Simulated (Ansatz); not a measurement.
We consider L1₀ (CuAu-type) CoPt, described by BLYP (plane waves, PAW; Ansatz, a quantum-chemistry and plane-wave program).

Settings: plane-wave cutoff 520 eV, 20×20×16 k mesh (along the axes of the cell as run), Fermi–Dirac smearing 0.05 eV, spin-polarised with parallel moments, scalar-relativistic PAW data made under PBE.

Energies at three volumes about the minimum:

```
V (Å³/atom)  E − E_lowest (meV/atom)
-----------  -----------------------
14.003                          3.38
14.289                          0.00
14.575                          3.12
```

Task: Fit a parabola by hand: where is the minimum, and what is the bulk modulus?

Result: Slopes: (0.00 − 3.38)/(14.289 − 14.003) = -11.818 and (3.12 − 0.00)/(14.575 − 14.289) = 10.909 meV/Å³. Curvature E″ = 2 × (10.909 − (-11.818))/(14.575 − 14.003) = 79.465 meV/Å⁶. From the middle of the first interval, the slope vanishes at V0 = 14.1460 − (-11.818)/79.465 = 14.295 Å³/atom. B = V0 E″ = 14.295 × 79.465 meV/Å³ × 0.1602 GPa per meV/Å³ = 182 GPa. The full Birch–Murnaghan fit to all volumes gives V0 = 14.289 Å³/atom and B0 = 182 GPa.

Shape and atoms are relaxed at each volume.

Note: the bulk modulus comes from volumes at which shape and atoms were relaxed.
